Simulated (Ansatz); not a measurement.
## Cancellation of cutoff errors in CuO

All numbers below come from DFT PBE, scalar-relativistic, plane waves, PAW in Ansatz.

```yaml
crystal:
  lattice:
    - [2.34465, -1.71340, 0.00000]
    - [2.34465, 1.71340, 0.00000]
    - [-0.86055, 0.00000, 5.05944]
  atoms:
    - { symbol: Cu, position: [0.00320, 0.49680, 0.00000] }
    - { symbol: Cu, position: [0.49680, 0.00320, 0.50000] }
    - { symbol: O, position: [0.57140, 0.40560, 0.25370] }
    - { symbol: O, position: [0.40560, 0.57140, 0.75370] }
```

| Quantity | Value |
| --- | --- |
| Γ-centred k-mesh | 16×16×8 |
| occupation rule | Gaussian smearing, 0.1 eV |
| spin treatment | unpolarised |

A second cell has all atoms moved and the lattice slightly strained:

```yaml
crystal:
  lattice:
    - [2.34044, -1.71078, -0.02293]
    - [2.31974, 1.68246, -0.01014]
    - [-0.89088, 0.02409, 5.07863]
  atoms:
    - { symbol: Cu, position: [0.99173, 0.49395, 0.99449] }
    - { symbol: Cu, position: [0.49091, 0.98042, 0.49879] }
    - { symbol: O, position: [0.57340, 0.39839, 0.25770] }
    - { symbol: O, position: [0.39187, 0.56104, 0.73971] }
```

It ran on a 10×10×6 mesh, another than the first cell's, which shifts the difference by nearly the same amount at every cutoff. Both were run at several values of the cutoff; energies per atom at zero smearing, errors against the largest value (600 eV), which isn't proved converged itself.

| cutoff | error, first cell (meV) | error, second cell (meV) |
| --- | --- | --- |
| 200 eV | 10709.38 | 10729.32 |
| 250 eV | 2079.28 | 2078.03 |
| 300 eV | 361.66 | 361.29 |
| 350 eV | 58.31 | 58.10 |
| 420 eV | 5.27 | 5.28 |

At the largest value the second cell lies 7.26 meV/atom above the first. What is the error of that difference at each value, and where does each quantity come within 1 meV/atom?

The error of the difference is the second cell's error less the first's:
```tsv
cutoff	difference (meV)	its error (meV)
200 eV	27.20	19.94
250 eV	6.01	-1.25
300 eV	6.89	-0.37
350 eV	7.05	-0.21
420 eV	7.27	0.01
```

No value below the largest brings the first cell's total energy within 1 meV/atom, while the difference is there from 300 eV on. Most of the error cancels, by a factor of about 582 in the median. A missing short wave mostly misdescribes the region near each nucleus, which both cells share; what doesn't cancel comes largely from the change of volume and bonding.

6 further runs of this set aren't shown.